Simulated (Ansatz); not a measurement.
# What a trial cell of V relaxes into

Method: DFT PBE, scalar-relativistic, plane waves, PAW (Ansatz).

V was placed on the simple cubic structure type (Pm-3m, No. 221), at a guessed volume.

The final relaxation ran on this input, with the default PAW datasets:

```yaml
crystal:
  lattice:
    - [2.4398711703, 0.0, 0.0]
    - [0.0, 2.4398711703, 0.0]
    - [0.0, 0.0, 2.4398711703]
  atoms:
    - { symbol: V, position: [0.0, 0.0, 0.0] }
basis:
  ecutwfc: 420
kpoints:
  mp_grid: { grid: [22, 22, 22] }
hamiltonian:
  xc: pbe
scf:
  occupations: { method: gaussian, width: 0.1 }
output:
  forces: true
  stress: true
  eigenvalues: true
relax:
  adjacent_minimum: "off"
  f_tol: 0.01
  max_steps: 80
  cell: { stress_tol: 0.05 }
```

It can be run as:

```bash
ansatz run input.yaml --threads 1 --pin off --backend cpu --events-out ev --progress --plain --runs-dir out  # memory cap (--max-ram) not shown
```

The program printed at the end:

```
SCF converged after 6 iterations
Free energy (F): -2911.568819 eV
Harris-Foulkes:  -2911.568819 eV  (|F-HF|=4.55e-13)
Internal energy: -2911.563647 eV  (E = F + TS)
E sigma→0 (E₀):  -2911.566233 eV
Entropy (-TS):   -0.005172 eV (-5.172 meV/atom)
Fermi energy:    15.128012 eV
--- Per-component energies (eV) ---
  E_band       = -163.989806
  E_kinetic    = 336.649345
  E_local      = -1008.520576  (includes V_loc(G=0)·N_el)
  E_nonlocal   = -42.961286
  E_hartree    = 457.867639
  E_xc         = -129.826667
  E_vxc        = -164.552836  (∫ρ·V_xc dr)
  E_paw        = -1114.314045  (= ΣΔE_a)
  E_vpaw       = -200.339996  (= ΣTr[D̂ρ^β])
  E_aug_tail   = 0.000265  (compensation charges beyond the density's cutoff)
  E_ewald      = -1410.458322
  E_smearing   = -0.005172  (= −TS)
  E_closure    = 0.000000  (closes the sum)
  Σ components = -2911.568819   (vs F -2911.568819, Δ=0.00e0)
--- Forces (eV/Å), atoms counted from 1 ---
  atom   1  V      0.00000000     0.00000000     0.00000000
  max |Σ_I F_I| component: 4.11e-32 eV/Å
--- Stress (GPa, compression-positive) ---
        0.003826       0.000000       0.000000
        0.000000       0.003826       0.000000
        0.000000       0.000000       0.003826
  P = ⅓ Tr σ = 0.0038 GPa (0.038 kbar)
--- Relaxed structure (3 steps of the walk, 3 accepted, 1 SCFs on fresh bases) ---
  F+E_penalty+E_count = -2911.56881932 eV   max|allowed force component| = 0.000e0 eV/Å   (the final SCF, on the basis selected at the relaxed cell)
  cell:  # Å, volume = 14.6642 Å³
    - [2.447671, 0.000000, 0.0]
    - [0.000000, 2.447671, 0.000000]
    - [0.0, 0.000000, 2.447671]
  atoms:
    - { symbol: V, position: [0.0, 0.0, 0.0] }
```

Total energies depend on the potentials used, so only differences within one code and one set of settings carry meaning.

The result has space group Pm-3m (No. 221). Around V lie 6 V at 2.45 Å.

It lies 0.85 eV/atom above the element's standard state at the same level.

The k mesh leaves about 4 meV/atom of noise in metals.

Symmetry constrained the relaxation, so the result can be a saddle point.